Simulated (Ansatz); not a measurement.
# SiC: the cost of one run

Code: Ansatz 0.2.0. PAW datasets, plane waves, zero pressure. Computed at 0 K without zero-point motion; spin polarisation is off.

## 1. The system as given

This is the cell as the run starts from it, not yet at rest; its lengths are not the crystal's.

The symmetry is P6_3mc (No. 186, hexagonal); a = 2.958 Å, c = 9.661 Å in the conventional setting, 9.15 Å³ an atom. Near Si stand 4 C at 1.81 Å; near C stand 4 Si at 1.81 Å.

The structure in full:

```
Si C
1.0
     2.95817    0.00000    0.00000
    -1.47908    2.56185    0.00000
     0.00000    0.00000    9.66137
Si C
4 4
Cartesian
  0.0000 0.0000 0.0000
  0.0000 1.7079 2.4153
  0.0000 0.0000 4.8307
  1.4791 0.8539 7.2460
  0.0000 0.0000 1.8115
  0.0000 1.7079 4.2269
  0.0000 0.0000 6.6422
  1.4791 0.8539 9.0575
```

## 2. PBE: cell and atoms

input.yaml reads:

```yaml
crystal:
  lattice:
    - [2.9581671127, 0.0, 0.0]
    - [-1.4790835564, 2.5618478682, 0.0]
    - [0.0, 0.0, 9.6613737901]
  atoms:
    - { symbol: Si, position: [0.0, 0.0, 0.0] }
    - { symbol: Si, position: [0.3333333333, 0.6666666667, 0.25] }
    - { symbol: Si, position: [0.0, 0.0, 0.5] }
    - { symbol: Si, position: [0.6666666667, 0.3333333333, 0.75] }
    - { symbol: C, position: [0.0, 0.0, 0.1875] }
    - { symbol: C, position: [0.3333333333, 0.6666666667, 0.4375] }
    - { symbol: C, position: [0.0, 0.0, 0.6875] }
    - { symbol: C, position: [0.6666666667, 0.3333333333, 0.9375] }
kpoints:
  mp_grid: { grid: [12, 12, 4] }
hamiltonian:
  xc: pbe
scf:
  occupations: { method: fermi_dirac, width: 0.02 }
relax:
  f_tol: 0.005
  cell: {}
```

Launch:

```
> ansatz run input.yaml --threads 4 --pin off --max-ram 7372MiB --backend cpu --events-out ev --progress --plain --runs-dir out
```

What time and memory should one allow on 4 threads of Intel Xeon Platinum 8375C at 2.90GHz (Ice Lake), shared host?

About 26 s, with a peak of 0.48 GiB.
